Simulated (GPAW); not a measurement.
HfB2:

```
Hf B
1.0
     3.14000    0.00000    0.00000
    -1.57000    2.71932    0.00000
     0.00000    0.00000    3.48000
Hf B
1 2
Direct
  0.00000 0.00000 0.00000
  0.66667 0.33333 0.50000
  0.33333 0.66667 0.50000
```

Program: GPAW 26.7.0. Alike in all runs: no spin polarisation; cell as given.

Question: Order these runs on this cell by their pressure, lowest first.
A. level PBE; potentials or basis GPAW PAW data sets (gpaw-data 1.2.1), pw; k mesh 10 × 10 × 8; cutoff (eV) 800; smearing gaussian 0.026 eV; maxiter 150
B. level LDA+U; potentials or basis the program's PAW data sets (release 1.2.1) made for this functional, pw; U Hf d U = 5 eV; k mesh 10 × 10 × 8; cutoff (eV) 800; smearing fermi-dirac 0.05 eV; maxiter 150
C. level RPBE; potentials or basis the program's PAW data sets (release 1.2.1) made for this functional, pw; k mesh 10 × 10 × 8; cutoff (eV) 800; smearing fermi-dirac 0.05 eV; maxiter 150; band path GMKGALHA,LM,KH; band points 60
D. level LDA; potentials or basis the program's PAW data sets (release 1.2.1) made for this functional, pw; k mesh 8 × 8 × 6; cutoff (eV) 600; smearing fermi-dirac 0.05 eV; maxiter 120; convergence default
E. level LDA+U; potentials or basis the program's PAW data sets (release 1.2.1) made for this functional, pw; U Hf d U = 8 eV; k mesh 10 × 10 × 8; cutoff (eV) 800; smearing fermi-dirac 0.05 eV; maxiter 150

Answer: D (-9.6 GPa), A (2.1 GPa), B (5.1 GPa), C (6.6 GPa), E (15.9 GPa).

Caveats: U without spin polarisation on a metal has little footing (some runs); the U is typed as a test and isn't derived for this compound (some runs); the cutoff is short for stress and forces, so pressures can be off by a GPa or more (some runs).

Not every run made on this cell is shown here.
